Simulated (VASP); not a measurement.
Input of a VASP 6.6.1 run:

INCAR

```
ALGO = Normal ; AMIX = 0.2
AMIX_MAG = 0.8 ; BMIX = 1E-4
BMIX_MAG = 1E-4 ; EDIFF = 1E-6
EDIFFG = -0.01 ; ENCUT = 600
GGA = CA ; IBRION = 2
ISIF = 3 ; ISMEAR = 0
ISPIN = 2 ; LASPH = True
LCHARG = False ; LMAXMIX = 4
LORBIT = 11 ; LREAL = False
LWAVE = False ; MAGMOM = 4 0
NELM = 150 ; NSW = 90
PREC = Accurate ; SIGMA = 0.03
```

KPOINTS

```
k-points
0
Gamma
  10 10 10
```

The input POSCAR:

```
MnS
1.0
    0.0000000000      2.6045000000      2.6045000000
    2.6045000000      0.0000000000      2.6045000000
    2.6045000000      2.6045000000      0.0000000000
Mn S
1 1
Direct
    0.0000000000      0.0000000000      0.0000000000
    0.5000000000      0.5000000000      0.5000000000
```

Potentials or basis: VASP PAW LDA potentials, release 64 (Mn_pv, S).

The run is started by

```bash
$ cat potpaw_LDA.64/Mn_pv/POTCAR potpaw_LDA.64/S/POTCAR > POTCAR
$ mpirun -np 1 vasp_std > vasp.out
```

Estimate the relaxed cell.

a = 3.382 Å, b = 3.382 Å, c = 3.382 Å, α = 60.00°, β = 60.00°, γ = 60.00°.

Predict the net moment.

3.48 μB per cell.

Step by step:
```
step  energy change (eV)  largest force (eV/Å)  pressure (GPa)  volume (Å³)
   1              0.0000                0.0000          -13.09        35.33
   2             -0.3897                0.0000           -3.18        28.45
   3             -0.4055                0.0000           -0.15        27.38
   4             -0.4053                0.0000            0.57        27.23
   5             -0.4054                0.0000           -0.38        27.43
   6             -0.4055                0.0000           -0.02        27.35
```

Caveat: the volume moved by over 15 % at a fixed basis, so the end points are rough; the volume moved by -23 % from the deposited cell, more than functionals usually miss; a cell with one magnetic atom can't hold antiferromagnetic order, which such compounds often take. Zero-point motion and thermal expansion aren't in these numbers.
